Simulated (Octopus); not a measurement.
# WC (Qusongite) (P-6m2) in Octopus: equation of state

How stiff is WC (Qusongite) in PBE, and what volume does it want? The cell is scaled to several volumes.

Everything below comes from runs of Octopus 16.4. Logs are shortened: lines on timing, memory, paths and dates and some standing lists are left out, and cuts for length are marked.

**1. Starting point**

It takes space group P-6m2 (No. 187, hexagonal). The conventional cell has a = 2.907 Å, b = 2.907 Å, c = 2.837 Å, α = 90.00°, β = 90.00°, γ = 120.00°. W (site symmetry -6m2) is surrounded by 6 C at 2.20 Å. C (site symmetry -6m2) is surrounded by 6 W at 2.20 Å.

**2. Equation of state, PBE, 10.38 Å³/atom**

inp reads:

```
CalculationMode = gs
UnitsOutput = eV_Angstrom
PeriodicDimensions = 3
ExperimentalFeatures = yes
PseudopotentialSet = pseudodojo_pbe
%LatticeParameters
 1*angstrom | 1*angstrom | 1*angstrom
%
%LatticeVectors
 2.9065 | 0 | 0
 -1.45325 | 2.5171028361 | 0
 0 | 0 | 2.8366
%
%ReducedCoordinates
 "W" | 0 | 0 | 0
 "C" | 0.6666666667 | 0.3333333333 | 0.5
%
%Spacing
 0.12110417*angstrom | 0.12110417*angstrom | 0.12333043*angstrom
%
DerivativesOrder = 8
%KPointsGrid
 10 | 10 | 9
%
KPointsUseSymmetries = yes
XCFunctional = gga_x_pbe + gga_c_pbe
SmearingFunction = fermi_dirac
Smearing = 0.05*eV
ExtraStates = 8
Eigensolver = chebyshev_filter
ConvRelDens = 3e-7
MaximumIter = 120
```

Potentials or basis: pseudodojo_pbe (PseudoDojo 0.5, PBE).

Command:

```bash
OMP_NUM_THREADS=1 octopus > out.log
```

out.log:

```text
Running octopus

Version                : 16.4
Optional libraries     :

************************** Calculation Mode **************************
Input: [CalculationMode = gs]
**********************************************************************

Input: [SpinComponents = unpolarized]

******************************* Space ********************************
Octopus will run in 3 dimension(s).
Octopus will treat the system as periodic in 3 dimension(s).
**********************************************************************

Input: [AllElectronType = no]
Input: [PseudopotentialSet = pseudodojo_pbe]
Reading Coordinates from ReducedCoordinates block

****************************** Species *******************************
  Species 'W'
    type             : pseudopotential
    file             : 'W.upf'
    file format      : UPF2
    valence charge   : 14.0
    atomic number    :  74
    form on file     : kleinman-bylander
    lmax             : 3
    llocal           : -1
    projectors per l : 2
    total projectors : 8
    application form : kleinman-bylander
    orbitals         : 10
    bound orbitals   : 10

  Species 'C'
    type             : pseudopotential
    file             : 'C.upf'
    file format      : UPF2
    valence charge   : 4.0
    atomic number    :   6
    form on file     : kleinman-bylander
    lmax             : 1
    llocal           : -1
    projectors per l : 2
    total projectors : 4
    application form : kleinman-bylander
    orbitals         :  4
    bound orbitals   :  4

**********************************************************************

***************************** Symmetries *****************************
Space group No.  187
International: P-6m2
Schoenflies: D3h^1
Info: The system has    12 symmorphic symmetries that can be used.
  Index                Rotation matrix                      Fractional translations
    1 :     1   0   0     0   1   0     0   0   1      0.000000    0.000000    0.000000
    2 :    -1  -1   0     1   0   0     0   0  -1      0.000000    0.000000    0.000000
    3 :     0   1   0    -1  -1   0     0   0   1      0.000000    0.000000    0.000000
    4 :     1   0   0     0   1   0     0   0  -1      0.000000    0.000000    0.000000
    5 :    -1  -1   0     1   0   0     0   0   1      0.000000    0.000000    0.000000
    6 :     0   1   0    -1  -1   0     0   0  -1      0.000000    0.000000    0.000000
    7 :     0  -1   0    -1   0   0     0   0  -1      0.000000    0.000000    0.000000
    8 :     1   1   0     0  -1   0     0   0   1      0.000000    0.000000    0.000000
    9 :    -1   0   0     1   1   0     0   0  -1      0.000000    0.000000    0.000000
   10 :     0  -1   0    -1   0   0     0   0   1      0.000000    0.000000    0.000000
   11 :     1   1   0     0  -1   0     0   0  -1      0.000000    0.000000    0.000000
   12 :    -1   0   0     1   1   0     0   0   1      0.000000    0.000000    0.000000
Info: The system also has     0 nonsymmorphic symmetries (not used for electrons).
**********************************************************************

Input: [CurvMethod = curv_affine]
Input: [DerivativesStencil = stencil_stargeneral]

****************************** Lattice *******************************
  Lattice Vectors [A]
    2.906500    0.000000    0.000000
   -1.453250    2.517103    0.000000
    0.000000    0.000000    2.836600
[... 183 lines left out ...]

Input: [MixField = potential] (what to mix during SCF cycles)
Input: [MixingScheme = broyden]
Info: Mixing uses    4 steps and restarts after   20 steps.
Input: [LCAOStart = lcao_states]
Input: [LCAOScaleFactor = 1.000]
Input: [LCAOMaximumOrbitalRadius = 10.58 A]

** Warning:
**   Cannot do LCAO for all states because there are not enough atomic orbitals.
**   Required: 17. Available: 14. 3 orbitals will be randomized.

Info: Unnormalized total charge =     18.002183
Info: Renormalized total charge =     18.000000

** Warning:
**   Symmetrization discrepancy ratio (scalar) =  8.09201E-05

Info: Setting up Hamiltonian.
Info: Performing initial LCAO calculation with     14 orbitals.
Info: Getting Hamiltonian matrix elements.

Eigenvalues [eV]
 #st  Spin   Eigenvalue      Occupation
#k =       1, k = (  0.000000,  0.000000,  0.000000)
   1   --   -60.144570       2.000000
   2   --   -24.390400       2.000000
   3   --   -24.229774       2.000000
   4   --   -24.229765       2.000000
   5   --    -3.211981       2.000000
   6   --     8.405588       2.000000
   7   --     8.405685       2.000000
   8   --     8.466511       2.000000
   9   --    10.951565       2.000000
  10   --    16.390759       2.000000
  11   --    16.390883       2.000000
  12   --    17.584713       2.000000
  13   --    17.584864       2.000000
  14   --    20.223463       0.000000
#k =       2, k = (  0.100000,  0.000000,  0.000000)
   1   --   -60.121716       2.000000
   2   --   -24.371702       2.000000
   3   --   -24.231093       2.000000
   4   --   -24.185130       2.000000
   5   --    -2.933842       2.000000
   6   --     8.433138       2.000000
   7   --     8.792619       2.000000
   8   --     8.940764       2.000000
   9   --    10.855467       2.000000
  10   --    16.658753       2.000000
  11   --    17.245999       2.000000
  12   --    17.925684       2.000000
  13   --    17.969031       2.000000
  14   --    20.830241       0.000000
[... 68 further k-points ...]
Fermi energy =    19.357044 eV
Generating random wavefunctions for states       15 and above
Orthogonalizing wavefunctions.
Info: Ground-state restart information will be written to 'restart/gs'.
Info: SCF using complex wavefunctions.
Info: Starting SCF iteration.

** Warning:
**   Symmetrization discrepancy ratio (scalar) =  7.10871E-02

*********************** SCF CYCLE ITER #    1 ************************
 etot  = -2.19910646E+03 abs_ev   =  5.95E+01 rel_ev   =  2.90E-01
 ediff =        8.08E+01 abs_dens =  2.11E+00 rel_dens =  1.17E-01
Matrix vector products: 1750
Converged eigenvectors: 0

#  State  KPoint  Eigenvalue [eV]  Occupation    Error
      1       1      -60.147814    2.000000   ( 3.9E-06)
      1       3      -60.142601    2.000000   ( 3.2E-06)
      1       2      -60.141784    2.000000   ( 1.8E-05)
      1       5      -60.136587    2.000000   ( 8.0E-06)
      1       4      -60.130858    2.000000   ( 6.0E-06)
      1       8      -60.129377    2.000000   ( 7.1E-06)
      1       7      -60.125966    2.000000   ( 1.1E-05)
      1       6      -60.125693    2.000000   ( 1.4E-05)
[... 23 lines left out ...]
     17      47       35.528260    0.000000   ( 1.8E-01)
     17      38       35.661181    0.000000   ( 1.9E-01)
     17      50       35.833405    0.000000   ( 1.5E-01)
     17      33       36.025138    0.000000   ( 2.3E-01)
     17      42       36.320201    0.000000   ( 2.3E-01)
     17      22       36.420581    0.000000   ( 2.6E-01)
     17      15       37.139447    0.000000   ( 2.4E-01)
     17      26       38.886448    0.000000   ( 2.7E-01)

Density of states:

-------------------------%--------------------------------------------
-------------------------%--------------------------------------------
-------------------------%--------------------------------------------
-------------------------%--------------------------------------------
-------------------------%--------------------------------------------
-------------------------%--------------------------------------------
%------------------------%----------------------%-----%%--------------
%------------------------%----------------%---%%%-%--%%%----%---------
%-----------------------%%----------------%--%%%%-%-%%%%%-%-%--%-%----
%-----------------------%%---------------%%--%%%%%%%%%%%%%%%%%%%%%%---
                                                   ^

Fermi energy =    12.574029 eV

**********************************************************************

*********************** SCF CYCLE ITER #    2 ************************
 etot  = -2.22776436E+03 abs_ev   =  8.80E+00 rel_ev   =  4.12E-02
 ediff =        1.05E+00 abs_dens =  1.30E+00 rel_dens =  7.20E-02
Matrix vector products: 1750
Converged eigenvectors: 0
[... 139 lines left out ...]
*********************** SCF CYCLE ITER #   14 ************************
 etot  = -2.22827758E+03 abs_ev   =  2.27E-06 rel_ev   =  1.06E-08
 ediff =        1.05E-07 abs_dens =  1.98E-07 rel_dens =  1.10E-08
Matrix vector products: 1750
Converged eigenvectors: 435

#  State  KPoint  Eigenvalue [eV]  Occupation    Error
      1       1      -62.055439    2.000000   ( 1.3E-08)
      1       3      -62.050688    2.000000   ( 1.3E-08)
      1       2      -62.049909    2.000000   ( 1.3E-08)
      1       5      -62.045171    2.000000   ( 1.3E-08)
      1       4      -62.039892    2.000000   ( 9.4E-09)
      1       8      -62.038639    2.000000   ( 1.4E-08)
      1       7      -62.035407    2.000000   ( 9.5E-09)
      1       6      -62.035179    2.000000   ( 1.8E-08)
[... 23 lines left out ...]
     17      28       32.065714    0.000000   ( 2.2E-02)
     17      19       32.602992    0.000000   ( 3.4E-02)
     17      24       32.664889    0.000000   ( 3.7E-02)
     17      22       32.754599    0.000000   ( 4.2E-02)
     17      47       33.020017    0.000000   ( 4.7E-02)
     17      42       33.432722    0.000000   ( 8.1E-02)
     17      38       34.210988    0.000000   ( 6.4E-02)
     17      33       35.005356    0.000000   ( 9.2E-02)

Density of states:

-------------------------%--------------------------------------------
-------------------------%--------------------------------------------
-------------------------%--------------------------------------------
-------------------------%%-------------------------------------------
%------------------------%%-----------------------%-----%-------------
%------------------------%%-----------------------%-%--%%%------------
%------------------------%%------------------%--%-%%%--%%%----%--%----
%------------------------%%------------------%--%%%%%-%%%%%-%-%%-%%---
%------------------------%%-----------------%%--%%%%%-%%%%%%%%%%%%%---
%------------------------%%----------------%%%--%%%%%%%%%%%%%%%%%%%%--
                                                     ^

Fermi energy =    11.956531 eV

**********************************************************************

Info: SCF converged in   14 iterations

** Warning:
**   Some of the states are not fully converged!

Info: Number of matrix-vector products:      24500
Info: Finished writing information to 'restart/gs'.

Octopus emitted 18 warnings.
```

Run time: 5 min. Hardware: 1 thread of Arm Neoverse V1, shared host; peak memory 0.96 GiB.

Results:

| Property | Result |
| --- | --- |
| Free energy | -2228.2795 eV |
| Band gap on the k mesh | none (metal or under the smearing width) |

**3. Equation of state, PBE, 10.17 Å³/atom (volume scaled by 0.98)**

inp, as its differences from that of step 2:

```diff
@@ -9,5 +9,5 @@
 %LatticeVectors
- 2.9065 | 0 | 0
- -1.45325 | 2.5171028361 | 0
- 0 | 0 | 2.8366
+ 2.8869927008 | 0 | 0
+ -1.4434963504 | 2.5002090195 | 0
+ 0 | 0 | 2.8175618425
 %
@@ -18,3 +18,3 @@
 %Spacing
- 0.12110417*angstrom | 0.12110417*angstrom | 0.12333043*angstrom
+ 0.12029136*angstrom | 0.12029136*angstrom | 0.12250269*angstrom
 %
```

Potentials or basis: pseudodojo_pbe (PseudoDojo 0.5, PBE).

Command:

```bash
OMP_NUM_THREADS=1 octopus > out.log
```

It took 4.8 min on 1 thread of Arm Neoverse V1, shared host; peak memory 0.96 GiB.

The run converged. Its results:

| Quantity | Value |
| --- | --- |
| Free energy | -2228.2539 eV |
| Band gap on the k mesh | none (metal or under the smearing width) |

**4. Equation of state, PBE, 10.58 Å³/atom (volume scaled by 1.02)**

inp, as its differences from that of step 3:

```diff
@@ -9,5 +9,5 @@
 %LatticeVectors
- 2.8869927008 | 0 | 0
- -1.4434963504 | 2.5002090195 | 0
- 0 | 0 | 2.8175618425
+ 2.9257489053 | 0 | 0
+ -1.4628744527 | 2.5337728771 | 0
+ 0 | 0 | 2.8553859779
 %
@@ -18,3 +18,3 @@
 %Spacing
- 0.12029136*angstrom | 0.12029136*angstrom | 0.12250269*angstrom
+ 0.12190620*angstrom | 0.12190620*angstrom | 0.12414722*angstrom
 %
@@ -32 +32,6 @@
 MaximumIter = 120
+%Output
+ density | cube
+ elf | cube
+ potential | cube
+%
```

Command:

```bash
OMP_NUM_THREADS=1 octopus > out.log
```

Wall time 4.7 min (1 thread of Arm Neoverse V1, shared host); peak memory 0.96 GiB.

It converged, with:

```yaml
Free_energy: -2228.2823 eV
Band_gap_on_the_k_mesh: none (metal or under the smearing width)
```

**5. Equation of state, PBE, 9.96 Å³/atom (volume scaled by 0.96)**

inp, as its differences from that of step 4:

```diff
@@ -9,5 +9,5 @@
 %LatticeVectors
- 2.9257489053 | 0 | 0
- -1.4628744527 | 2.5337728771 | 0
- 0 | 0 | 2.8553859779
+ 2.8672181576 | 0 | 0
+ -1.4336090788 | 2.4830837627 | 0
+ 0 | 0 | 2.798262868
 %
@@ -18,3 +18,3 @@
 %Spacing
- 0.12190620*angstrom | 0.12190620*angstrom | 0.12414722*angstrom
+ 0.11946742*angstrom | 0.11946742*angstrom | 0.12166360*angstrom
 %
@@ -32,6 +32 @@
 MaximumIter = 120
-%Output
- density | cube
- elf | cube
- potential | cube
-%
```

Command:

```bash
OMP_NUM_THREADS=1 octopus > out.log
```

It took 5 min on 1 thread of Arm Neoverse V1, shared host; peak memory 0.96 GiB.

It converged, with:

```yaml
Free_energy: -2228.2045 eV
Band_gap_on_the_k_mesh: none (metal or under the smearing width)
```

**6. Equation of state, PBE, 10.79 Å³/atom (volume scaled by 1.04)**

inp, as its differences from that of step 5:

```diff
@@ -9,5 +9,5 @@
 %LatticeVectors
- 2.8672181576 | 0 | 0
- -1.4336090788 | 2.4830837627 | 0
- 0 | 0 | 2.798262868
+ 2.9447478072 | 0 | 0
+ -1.4723739036 | 2.5502264088 | 0
+ 0 | 0 | 2.8739279649
 %
@@ -18,3 +18,3 @@
 %Spacing
- 0.11946742*angstrom | 0.11946742*angstrom | 0.12166360*angstrom
+ 0.12269783*angstrom | 0.12269783*angstrom | 0.12495339*angstrom
 %
@@ -32 +32,6 @@
 MaximumIter = 120
+%Output
+ density | cube
+ elf | cube
+ potential | cube
+%
```

Potentials or basis: pseudodojo_pbe (PseudoDojo 0.5, PBE).

Command:

```bash
OMP_NUM_THREADS=1 octopus > out.log
```

Wall time 4.9 min (1 thread of Arm Neoverse V1, shared host); peak memory 0.96 GiB.

The run converged. Its results:

| Quantity | Value |
| --- | --- |
| Free energy | -2228.2664 eV |
| Band gap on the k mesh | none (metal or under the smearing width) |

(Part 1 of 2 ends here.)
